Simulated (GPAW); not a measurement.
Set up this calculation in GPAW 26.7.0, as an ASE script.

```
Task                : single point
Functional          : LDA
Potentials or basis : the program's PAW data sets (release 1.2.1) made for this functional
Cutoff              : 600 eV
Basis               : pw
k mesh              : 6 × 6 × 6
Occupations         : fermi-dirac, width 0.05 eV
Spin                : no spin polarisation
Maxiter             : 120
Convergence         : default
```

BaTiO3:

```
Ba Ti O
1.0
     3.99980    0.00000    0.00000
     0.00000    3.99980    0.00000
     0.00000    0.00000    4.01800
Ba Ti O
1 1 3
Direct
  0.00000 0.00000 0.00000
  0.50000 0.50000 0.49000
  0.00000 0.50000 0.51700
  0.50000 0.00000 0.51700
  0.50000 0.50000 0.01900
```

These files were run (other wordings do the same):

run.py

```python
from ase import Atoms
from ase.dft.bandgap import bandgap
from ase.io import write
from ase.units import GPa
from gpaw import GPAW, PW

atoms = Atoms(['Ba', 'Ti', 'O', 'O', 'O'],
              cell=[[3.9998, 0.0, 0.0],
                    [0.0, 3.9998, 0.0],
                    [0.0, 0.0, 4.018]],
              scaled_positions=[[0.0, 0.0, 0.0],
                                [0.5, 0.5, 0.49],
                                [0.0, 0.5, 0.517],
                                [0.5, 0.0, 0.517],
                                [0.5, 0.5, 0.019]],
              pbc=True)

calc = GPAW(mode=PW(600),
            xc='LDA',
            kpts={'size': (6, 6, 6), 'gamma': True},
            occupations={'name': 'fermi-dirac', 'width': 0.05},
            nbands=36,
            maxiter=120,
            txt='gpaw.txt')
atoms.calc = calc
energy = atoms.get_potential_energy()
forces = atoms.get_forces()
stress = atoms.get_stress()
calc.write('gs.gpw')
write('result.traj', atoms)
print(f'Energy: {energy:.6f} eV')
print('Forces (eV/A):')
print(forces.round(4))
print('Stress (GPa):', (stress / GPa).round(3))
print('Fermi level:', round(calc.get_fermi_level(), 4), 'eV')
print(f'Gap: {bandgap(calc)[0]:.4f} eV, direct: {bandgap(calc, direct=True)[0]:.4f} eV')
```

Potentials or basis: the program's PAW data sets (release 1.2.1) made for this functional, pw.

Command:

```sh
$ OMP_NUM_THREADS=1 python run.py
```

Results of the run:

| Property | Result |
| --- | --- |
| Pressure | -11.7 GPa |
| Largest force | 0.386 eV/Å |
| Band gap on the k mesh | 1.72 eV, indirect (least direct gap 2.00 eV) |

Caveat: the cutoff is short for stress and forces, so pressures can be off by a GPa or more; spin-orbit coupling is left out, which moves the levels of the heavy elements.

Run time: 65 s on 1 thread of Arm Neoverse V1, with other jobs on the host, peak memory 0.22 GiB.
